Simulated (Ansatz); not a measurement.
Equation of state of Na2S under PBEsol

The structure is cubic, space group Fm-3m (No. 225). Conventional cell: a = 6.547 Å, b = 6.547 Å, c = 6.547 Å, α = 90.00°, β = 90.00°, γ = 90.00°. S (site symmetry m-3m) has 8 Na at 2.83 Å as nearest neighbours. Around Na (site symmetry -43m) lie 4 S at 2.83 Å.

The cell was scaled at fixed shape and fractions and run with Ansatz, Ansatz PAW, cutoff 420 eV; PBEsol, k mesh 7 × 7 × 7 on the cell of 3 atoms, fermi-dirac occupations of 0.05 eV, no spin polarisation, no spin-orbit coupling. The potentials were made for PBE. Energies are those that the program minimises, any entropy of the smearing included.

```tsv
V (Å³/atom)	energy over the lowest row (meV/atom)
21.9823	3.669
22.4500	0.857
22.9177	0.000
23.3855	0.896
23.8532	3.366
24.3209	?
24.7886	12.404
```

Question: Fit the third-order Birch-Murnaghan form, give V0, B0 and B′, and predict the energy left open.

Answer: With y = (V0/V)^(2/3), E = E0 + (9 V0 B0/16) [(y - 1)³ B′ + (y - 1)² (6 - 4y)]. Least squares through the rows shown give V0 = 22.9042 Å³/atom, E0 = -0.001 meV, B0 = 29.48 GPa (1 eV/Å³ = 160.218 GPa) and B′ = 4.29, with a largest miss of 0.001 meV. At V = 24.3209 the form with these constants gives 7.251 meV; the run gave 7.251 meV an atom.
